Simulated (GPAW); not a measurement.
ZnSe (Stilleite), 2 atoms in the cell. Symmetry: F-43m, No. 216, cubic system. Conventional cell: a = 5.668 Å, b = 5.668 Å, c = 5.668 Å, α = 90.00°, β = 90.00°, γ = 90.00°. Around Se (site symmetry -43m) lie 4 Zn at 2.45 Å. Around Zn (site symmetry -43m) lie 4 Se at 2.45 Å. 

```yaml
Program: GPAW 26.7.0
Task: single point
Functional: PBE
Potentials_or_basis: GPAW PAW data sets (gpaw-data 1.2.1)
Cutoff: 600 eV
Basis: pw
k_mesh: 8 × 8 × 8
Occupations: gaussian, width 0.019 eV
Spin: no spin polarisation
Maxiter: 150
```

Potentials or basis: GPAW PAW data sets (gpaw-data 1.2.1), pw.

The run is started by

```sh
$ OMP_NUM_THREADS=1 python run.py
```

Hardware: 1 thread of Intel(R) Xeon(R) Platinum 8259CL CPU @ 2.50GHz (Skylake/Cascade Lake) (shared host).

How long does it take, and how much memory?

Run time: 19 s on 1 thread of Intel(R) Xeon(R) Platinum 8259CL CPU @ 2.50GHz (Skylake/Cascade Lake) (shared host), peak memory 0.16 GiB. Counts: scf iterations 9, plane waves 1540, bands 18, k points 29.
